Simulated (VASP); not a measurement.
# AlP (F-43m) in VASP: a series of runs

Runs on AlP. Level: LDA. Tasks: single point.

Program: VASP 6.6.1. These are calculated values, not measurements. Logs are shortened: lines on timing, memory, paths and dates and some standing lists are left out, and cuts for length are marked.

**Experimental background.**

From a printed reference work, data compilation, for a bulk crystal of AlP at 4.2 K: band gap 2.505 eV (indirect).

The runs below are set against these values where they give the same quantity.

**1. The cell of the first run**

The structure is cubic, space group F-43m (No. 216). Conventional cell: a = 5.340 Å, b = 5.340 Å, c = 5.340 Å, α = 90.00°, β = 90.00°, γ = 90.00°. Within 3.1 Å of Al (site symmetry -43m) lie 4 P at 2.31 Å. P (site symmetry -43m) has 4 Al at 2.31 Å within 3.1 Å.

**2. Single point, LDA**

File INCAR:

```
  PREC = Accurate
  ENCUT = 500
  EDIFF = 1E-6
  ISMEAR = 0
  SIGMA = 0.01
  LREAL = False
  LASPH = True
  NELM = 120
  ALGO = Normal
  ISIF = 2
  LWAVE = False
  LCHARG = True
  LELF = True
  LVHAR = True
  NBANDS = 11
  GGA_COMPAT = False
```

File KPOINTS:

```
Automatic mesh
0
Gamma
  6 6 6
```

File POSCAR:

```
AlP
1.0
    0.0000000000      2.6698619393      2.6698619393
    2.6698619393      0.0000000000      2.6698619393
    2.6698619393      2.6698619393      0.0000000000
Al P
1 1
Direct
    0.0000000000      0.0000000000      0.0000000000
    0.2500000000      0.2500000000      0.2500000000
```

Potentials or basis: VASP PAW LDA potentials, release 64 (Al, P).

On the command line:

```console
$ cat potpaw_LDA.64/Al/POTCAR potpaw_LDA.64/P/POTCAR > POTCAR
$ mpirun -np 1 vasp_std > vasp.out
```

OUTCAR:

```text
PREC = Accurate
   ENCUT = 500
   EDIFF = 1E-6
   ISMEAR = 0
   LREAL = False
   LASPH = True
   NELM = 120
   ISIF = 2

 ion  position               nearest neighbor table
   1  0.000  0.000  0.000-   2 2.31   2 2.31   2 2.31   2 2.31
   2  0.250  0.250  0.250-   1 2.31   1 2.31   1 2.31   1 2.31

  LATTYP: Found a face centered cubic cell.
 ALAT       =     5.3397238786

  Lattice vectors:

 A1 = (   0.0000000000,   2.6698619393,   2.6698619393)
 A2 = (   2.6698619393,   0.0000000000,   2.6698619393)
 A3 = (   2.6698619393,   2.6698619393,   0.0000000000)

Analysis of symmetry for initial positions (statically):
=====================================================================
 Subroutine PRICEL returns:
 Original cell was already a primitive cell.

 Routine SETGRP: Setting up the symmetry group for a
 face centered cubic supercell.

 Subroutine GETGRP returns: Found 24 space group operations
 (whereof 24 operations were pure point group operations)
 out of a pool of 48 trial point group operations.

The static configuration has the point symmetry T_d .

Analysis of symmetry for dynamics (positions and initial velocities):
=====================================================================
 Subroutine PRICEL returns:
 Original cell was already a primitive cell.

 Routine SETGRP: Setting up the symmetry group for a
 face centered cubic supercell.

 Subroutine GETGRP returns: Found 24 space group operations
 (whereof 24 operations were pure point group operations)
 out of a pool of 48 trial point group operations.

The dynamic configuration has the point symmetry T_d .

 Subroutine INISYM returns: Found 24 space group operations
 (whereof 24 operations are pure point group operations),
 and found     1 'primitive' translations

----------------------------------------------------------------------------------------

                                     Primitive cell

  volume of cell :      38.0624

  direct lattice vectors                    reciprocal lattice vectors
     0.000000000  2.669861939  2.669861939    -0.187275601  0.187275601  0.187275601
     2.669861939  0.000000000  2.669861939     0.187275601 -0.187275601  0.187275601
     2.669861939  2.669861939  0.000000000     0.187275601  0.187275601 -0.187275601

  length of vectors
     3.775754964  3.775754964  3.775754964     0.324370856  0.324370856  0.324370856

  position of ions in fractional coordinates (direct lattice)
     0.000000000  0.000000000  0.000000000
     0.250000000  0.250000000  0.250000000

  ion indices of the primitive-cell ions
   primitive index   ion index
                 1           1
                 2           2

----------------------------------------------------------------------------------------

 KPOINTS: Automatic mesh

Automatic generation of k-mesh.
 Grid dimensions read from file:
 generate k-points for:    6    6    6

 Generating k-lattice:

  Cartesian coordinates                     Fractional coordinates (reciprocal lattice)
    -0.031212600  0.031212600  0.031212600     0.166666667  0.000000000  0.000000000
     0.031212600 -0.031212600  0.031212600     0.000000000  0.166666667  0.000000000
     0.031212600  0.031212600 -0.031212600     0.000000000  0.000000000  0.166666667

  Length of vectors
     0.054061809  0.054061809  0.054061809

  Shift w.r.t. Gamma in fractional coordinates (k-lattice)
     0.000000000  0.000000000  0.000000000

 Subroutine IBZKPT returns following result:
 ===========================================

 Found     16 irreducible k-points:

 Following reciprocal coordinates:
            Coordinates               Weight
  0.000000  0.000000  0.000000      1.000000
  0.166667  0.000000  0.000000      8.000000
  0.333333  0.000000  0.000000      8.000000
  0.500000  0.000000  0.000000      4.000000
  0.166667  0.166667  0.000000      6.000000
  0.333333  0.166667  0.000000     24.000000
[... 8 lines left out ...]
 -0.333333  0.333333  0.166667     24.000000
 -0.333333  0.500000  0.166667     12.000000
   k-points           NKPTS =     16   k-points in BZ     NKDIM =     16   number of bands    NBANDS=     11
   number of dos      NEDOS =    301   number of ions     NIONS =      2
   total plane-waves  NPLWV =  21952
   dimension x,y,z NGX =    28 NGY =   28 NGZ =   28
   dimension x,y,z NGXF=    56 NGYF=   56 NGZF=   56
   ions per type =               1   1
   NGX,Y,Z   is equivalent  to a cutoff of  12.33, 12.33, 12.33 a.u.
   NGXF,Y,Z  is equivalent  to a cutoff of  24.66, 24.66, 24.66 a.u.
 SYSTEM =  unknown system
   PREC   = accura    normal or accurate (medium, high low for compatibility)
   ISTART =      0    job   : 0-new  1-cont  2-samecut
   ICHARG =      2    charge: 1-file 2-atom 10-const
   ISPIN  =      1    spin polarized calculation?
   LNONCOLLINEAR =      F non collinear calculations
   LSORBIT =      F    spin-orbit coupling
   LASPH  =      T    aspherical Exc in radial PAW
   ENCUT  =  500.0 eV  36.75 Ry    6.06 a.u.   6.88  6.88  6.88*2*pi/ulx,y,z
   NELM   =    120;   NELMIN=  2; NELMDL= -5     # of ELM steps
   EDIFF  = 0.1E-05   stopping-criterion for ELM
   LREAL  =      F    real-space projection
   EDIFFG = 0.1E-04   stopping-criterion for IOM
   NSW    =      0    number of steps for IOM
   IBRION =     -1    ionic relax: 0-MD 1-quasi-New 2-CG
   NFREE  =      0    steps in history (QN), initial steepest desc. (CG)
   ISIF   =      2    stress and relaxation
   ISYM   =      2    0-nonsym 1-usesym 2-fastsym
   POTIM  = 0.5000    time-step for ionic-motion
   TEBEG  =    0.0;   TEEND  =   0.0 temperature during run
   PSTRESS=    0.0 pullay stress
   NELECT =       8.0000    total number of electrons
   NUPDOWN=      -1.0000    fix difference up-down
   EMIN   =  10.00;   EMAX   =-10.00  energy-range for DOS
   EFERMI =   0.00;   METHOD = LEGACY
   ISMEAR =     0;   SIGMA  =   0.01  broadening in eV -4-tet -1-fermi 0-gaus
   EFERMI_NEDOS =   21; number of points for ismear=-14 and -15
   IALGO  =     38    algorithm
   IMIX   =      4    mixing-type and parameters
     AMIX     =   0.40;   BMIX     =  1.00
     AMIX_MAG =   1.60;   BMIX_MAG =  1.00
  volume/ion in A,a.u.               =      19.03       128.43
  Fermi-wavevector in a.u.,A,eV,Ry     =   0.973358  1.839380 12.890516  0.947426
  Thomas-Fermi vector in A             =   2.103731
   LORBIT       =      0    0 simple, 1 ext, 2 COOP (PROOUT), +10 PAW based schemes
   GGA     = CA    functional components
   LHFCALC =     F    Hartree Fock is set to
   AEXX    =    0.0000 exact exchange contribution
   IVDW    =     0    specifies the selected vdW correction
   LEPSILON=     F    determine dielectric tensor
   LRPA    =     F    only Hartree local field effects (RPA)
 non-spin polarized calculation
 Gauss-broadening in eV      SIGMA  =   0.01
  energy-cutoff  :      500.00
  volume of cell :       38.06
 maximum number of plane-waves:       982
   NGX = 13   NGY = 13   NGZ = 13

 number of electron       7.9999999 magnetization

 Free energy of the ion-electron system (eV)
  ---------------------------------------------------
  ext. energy  EPLUGINS =         0.00000000
  ---------------------------------------------------
  free energy    TOTEN  =       -11.36975341 eV

  energy without entropy =      -11.36975341  energy(sigma->0) =      -11.36975341

 E-fermi :   5.1307     XC(G=0):  -9.7025

 val. band max:        5.0897302718   @ k =   0.0000   0.0000   0.0000
 cond. band min:       6.3916701920   @ k =   0.5000   0.5000   0.0000
 fundamental gap:      1.3019399202
 Fermi energy:         5.1306809063

 k-point     1 :       0.0000    0.0000    0.0000
  band No.  band energies     occupation
      1      -6.8126      2.00000
      2       5.0897      2.00000
      3       5.0897      2.00000
      4       5.0897      2.00000
      5       8.7844      0.00000
      6       9.6493      0.00000
      7       9.6493      0.00000
      8       9.6493      0.00000
      9      13.9724      0.00000
     10      13.9724      0.00000
     11      15.5576      0.00000

 k-point     2 :       0.1667    0.0000    0.0000
  band No.  band energies     occupation
      1      -6.4837      2.00000
      2       3.1362      2.00000
      3       4.8294      2.00000
      4       4.8294      2.00000
      5       8.8769      0.00000
      6      10.1088      0.00000
      7      10.1088      0.00000
      8      11.0079      0.00000
      9      13.2731      0.00000
     10      13.2731      0.00000
     11      16.0098      0.00000

 k-point     3 :       0.3333    0.0000    0.0000
  band No.  band energies     occupation
      1      -5.6143      2.00000
      2       0.5065      2.00000
      3       4.4377      2.00000
      4       4.4377      2.00000
      5       8.2508      0.00000
      6      10.0989      0.00000
      7      10.0989      0.00000
      8      13.1909      0.00000
      9      14.2969      0.00000
     10      14.2969      0.00000
     11      15.5974      0.00000

 k-point     4 :       0.5000    0.0000    0.0000
  band No.  band energies     occupation
      1      -4.9434      2.00000
      2      -0.8010      2.00000
      3       4.2819      2.00000
      4       4.2819      2.00000
      5       8.0070      0.00000
      6       9.8304      0.00000
      7       9.8304      0.00000
      8      13.3352      0.00000
      9      16.8049      0.00000
     10      16.8049      0.00000
     11      17.2827      0.00000
[... 127 lines left out ...]
 k-point    14 :       0.5000    0.3333    0.1667
  band No.  band energies     occupation
      1      -4.9185      2.00000
      2       0.4753      2.00000
      3       2.1847      2.00000
      4       3.3591      2.00000
      5       8.8546      0.00000
      6       9.9064      0.00000
      7      10.6840      0.00000
      8      13.4924      0.00000
      9      14.6849      0.00000
     10      16.8656      0.00000
     11      18.8852      0.00000

 k-point    15 :      -0.3333    0.3333    0.1667
  band No.  band energies     occupation
      1      -4.3850      2.00000
      2      -0.1643      2.00000
      3       1.7021      2.00000
      4       2.9248      2.00000
      5       9.0458      0.00000
      6      10.0942      0.00000
      7      12.1231      0.00000
      8      12.8267      0.00000
      9      14.2230      0.00000
     10      17.3003      0.00000
     11      18.4095      0.00000

 k-point    16 :      -0.3333    0.5000    0.1667
  band No.  band energies     occupation
      1      -4.1545      2.00000
      2      -0.1930      2.00000
      3       1.9186      2.00000
      4       2.1726      2.00000
      5       8.2683      0.00000
      6       9.3724      0.00000
      7      12.8889      0.00000
      8      13.2745      0.00000
      9      16.6835      0.00000
     10      17.3661      0.00000
     11      18.7447      0.00000

------------------------ aborting loop because EDIFF is reached ----------------------------------------

  FORCE on cell =-STRESS in cart. coord.  units (eV):
  Direction    XX          YY          ZZ          XY          YZ          ZX
  --------------------------------------------------------------------------------------
  -------------------------------------------------------------------------------------
  Total        1.2798784      1.2798784      1.2798784     -0.0000000      0.0000000      0.0000000
  in kB       53.8744542     53.8744542     53.8744542     -0.0000000      0.0000000      0.0000000
  external PRESSURE =      53.8744542 kB  Pullay stress =       0.0000000 kB

 VOLUME and BASIS-vectors are now :
 -----------------------------------------------------------------------------
  energy-cutoff  :      500.00
  volume of cell :       38.06
      direct lattice vectors                 reciprocal lattice vectors
     0.000000000  2.669861939  2.669861939    -0.187275601  0.187275601  0.187275601
     2.669861939  0.000000000  2.669861939     0.187275601 -0.187275601  0.187275601
     2.669861939  2.669861939  0.000000000     0.187275601  0.187275601 -0.187275601

 POSITION                                       TOTAL-FORCE (eV/Angst)
 -----------------------------------------------------------------------------------
      0.00000      0.00000      0.00000         0.000000      0.000000      0.000000
      1.33493      1.33493      1.33493        -0.000000     -0.000000     -0.000000
 -----------------------------------------------------------------------------------
    total drift:                                0.000000      0.000000      0.000000

  FREE ENERGIE OF THE ION-ELECTRON SYSTEM (eV)
  ---------------------------------------------------
  free  energy   TOTEN  =       -11.3697534057 eV

  energy  without entropy=      -11.3697534057  energy(sigma->0) =      -11.36975341
```

Run time: 4.2 s. Hardware: 1 thread of Intel Xeon Platinum 8559C (Emerald Rapids), shared host; peak memory 0.13 GiB.

Results:

* Free energy: -11.3698 eV
* Pressure: 5.4 GPa
* Band gap on the k mesh: 1.30 eV, indirect (least direct gap 3.56 eV)

**3. Single point, LDA**

This run uses another cell than the first one, of 19.64 Å³/atom, 1.032 times its volume.

File INCAR:

```
SYSTEM = AlP
ALGO = Normal ; EDIFF = 1E-6
ENCUT = 500 ; GGA_COMPAT = .FALSE.
ISIF = 2 ; ISMEAR = 0
LASPH = .TRUE. ; LCHARG = .FALSE.
LREAL = .FALSE. ; LWAVE = .FALSE.
NBANDS = 11 ; NELM = 120
PREC = Accurate ; SIGMA = 0.01
```

File KPOINTS:

```
k-points
0
G
  6 6 6
  0 0 0
```

File POSCAR:

```
AlP
1.0
    0.0000000000      2.6979678146      2.6979678146
    2.6979678146      0.0000000000      2.6979678146
    2.6979678146      2.6979678146      0.0000000000
Al P
1 1
Direct
    0.0000000000      0.0000000000      0.0000000000
    0.2500000000      0.2500000000      0.2500000000
```

Potentials or basis: VASP PAW LDA potentials, release 64 (Al, P).

On the command line:

```console
$ cat potpaw_LDA.64/Al/POTCAR potpaw_LDA.64/P/POTCAR > POTCAR
$ mpirun -np 1 vasp_std > vasp.out
```

It took 3.7 s on 1 thread of Intel Xeon Platinum 8559C (Emerald Rapids), shared host; peak memory 0.12 GiB.

The run converged. Its results:

| Property | Result |
| --- | --- |
| Free energy | -11.3979 eV |
| Pressure | 2.1 GPa |
| Band gap on the k mesh | 1.37 eV, indirect (least direct gap 3.42 eV) |

Levels at points of the mesh, in eV from the valence-band top:
```
           k point  band 2  band 3  band 4  band 5  band 6  band 7
(0.00, 0.00, 0.00)    0.00    0.00    0.00    3.42    4.52    4.52
(0.50, 0.00, 0.00)   -5.74   -0.79   -0.79    2.80    4.74    4.74
(0.50, 0.50, 0.00)   -5.48   -2.19   -2.19    1.37    2.31   11.19
```

**4. Single point, LDA**

This run uses another cell than the first one, of 20.85 Å³/atom, 1.096 times its volume.

File INCAR:

```
SYSTEM = AlP
ALGO = Normal
EDIFF = 1E-6
ENCUT = 500
GGA = CA
GGA_COMPAT = .False.
ISIF = 2
ISMEAR = 0
LASPH = .True.
LCHARG = .False.
LREAL = .False.
LWAVE = .False.
NBANDS = 11
NELM = 120
PREC = Accurate
SIGMA = 0.01
```

File KPOINTS:

```
k-points
0
Gamma
  6 6 6
  0 0 0
```

File POSCAR:

```
AlP
1.0
    0.0000000000      2.7524869036      2.7524869036
    2.7524869036      0.0000000000      2.7524869036
    2.7524869036      2.7524869036      0.0000000000
Al P
1 1
Direct
    0.0000000000      0.0000000000      0.0000000000
    0.2500000000      0.2500000000      0.2500000000
```

On the command line:

```console
$ cat potpaw_LDA.64/Al/POTCAR potpaw_LDA.64/P/POTCAR > POTCAR
$ mpirun -np 1 vasp_std > vasp.out
```

Run time: 3.7 s. Hardware: 1 thread of Intel Xeon Platinum 8559C (Emerald Rapids), shared host; peak memory 0.13 GiB.

The run converged. Its results:

- Free energy: -11.3880 eV
- Pressure: -3.2 GPa
- Band gap on the k mesh: 1.48 eV, indirect (least direct gap 2.91 eV)

Levels at points of the mesh, in eV from the valence-band top:
| k point | band 2 | band 3 | band 4 | band 5 | band 6 | band 7 |
| --- | --- | --- | --- | --- | --- | --- |
| (0.00, 0.00, 0.00) | 0.00 | 0.00 | 0.00 | 2.91 | 4.43 | 4.43 |
| (0.50, 0.00, 0.00) | -5.48 | -0.75 | -0.75 | 2.57 | 4.72 | 4.72 |
| (0.50, 0.50, 0.00) | -5.27 | -2.07 | -2.07 | 1.48 | 2.33 | 10.68 |

A k mesh can miss the band edges.

**5. Single point, LDA**

This run uses another cell than the first one, of 21.46 Å³/atom, 1.128 times its volume.

File INCAR:

```
ALGO     = Normal         # electronic algorithm
EDIFF    = 1E-6           # SCF threshold, eV
ENCUT    = 500            # plane-wave cutoff, eV
GGA      = CA             # functional
GGA_COMPAT= F            
ISIF     = 2              # what is computed and relaxed
ISMEAR   = 0              # smearing method
LASPH    = T              # aspherical terms in the spheres
LCHARG   = F              # write CHGCAR
LREAL    = F              # projectors in reciprocal space
LWAVE    = F              # write WAVECAR
NBANDS   = 11             # bands
NELM     = 120            # most SCF steps
PREC     = Accurate       # precision mode
SIGMA    = 0.01           # smearing width, eV
```

File KPOINTS:

```
k-points
0
Gamma
  6 6 6
```

File POSCAR:

```
AlP
1.0
    0.0000000000      2.7789547475      2.7789547475
    2.7789547475      0.0000000000      2.7789547475
    2.7789547475      2.7789547475      0.0000000000
Al P
1 1
Direct
    0.0000000000      0.0000000000      0.0000000000
    0.2500000000      0.2500000000      0.2500000000
```

On the command line:

```console
$ cat potpaw_LDA.64/Al/POTCAR potpaw_LDA.64/P/POTCAR > POTCAR
$ mpirun -np 1 vasp_std > vasp.out
```

It took 4.7 s on 1 thread of Intel Xeon Platinum 8559C (Emerald Rapids), shared host; peak memory 0.13 GiB.

The run converged. Its results:

| Item | Value |
| --- | --- |
| Free energy | -11.3560 eV |
| Pressure | -5.2 GPa |
| Band gap on the k mesh | 1.53 eV, indirect (least direct gap 2.67 eV) |

Levels at points of the mesh, in eV from the valence-band top:
```tsv
k point	band 1	band 2	band 3	band 4	band 5	band 6	band 7	band 8	band 9
(0.00, 0.00, 0.00)	-11.21	0.00	0.00	0.00	2.67	4.39	4.39	4.39	8.75
(0.50, 0.00, 0.00)	-9.64	-5.35	-0.74	-0.74	2.46	4.71	4.71	7.91	11.13
(0.50, 0.50, 0.00)	-9.02	-5.18	-2.01	-2.01	1.53	2.34	10.43	10.43	11.24
```

A k mesh can miss the band edges.

**6. Overview**

| cell | gap on the mesh (eV) | pressure (GPa) |
| --- | --- | --- |
| a = 3.776 Å, angles 60.0°, 2 atoms | 1.30 | 5.4 |
| a = 3.816 Å, angles 60.0°, 2 atoms | 1.37 | 2.1 |
| a = 3.893 Å, angles 60.0°, 2 atoms | 1.48 | -3.2 |
| a = 3.930 Å, angles 60.0°, 2 atoms | 1.53 | -5.2 |

Alike in all rows: task single point; level LDA; potentials or basis VASP PAW LDA potentials, release 64 (Al, P); no spin polarisation; k mesh 6 × 6 × 6; cutoff (eV) 500; smearing gaussian 0.01 eV.

Total energies depend on the potentials used, so only differences within one code and one set of settings carry meaning.

**7. Comparison with measurements**

Step 3. Against the measured gap of AlP, 2.505 eV (indirect; 4.2 K; a printed reference work, data compilation), the calculated 1.37 eV is off by -1.14 eV. The value is that of LDA on a finite k mesh, which can miss the band edges, without temperature or zero-point motion. Semilocal functionals fall short of measured gaps as a rule.
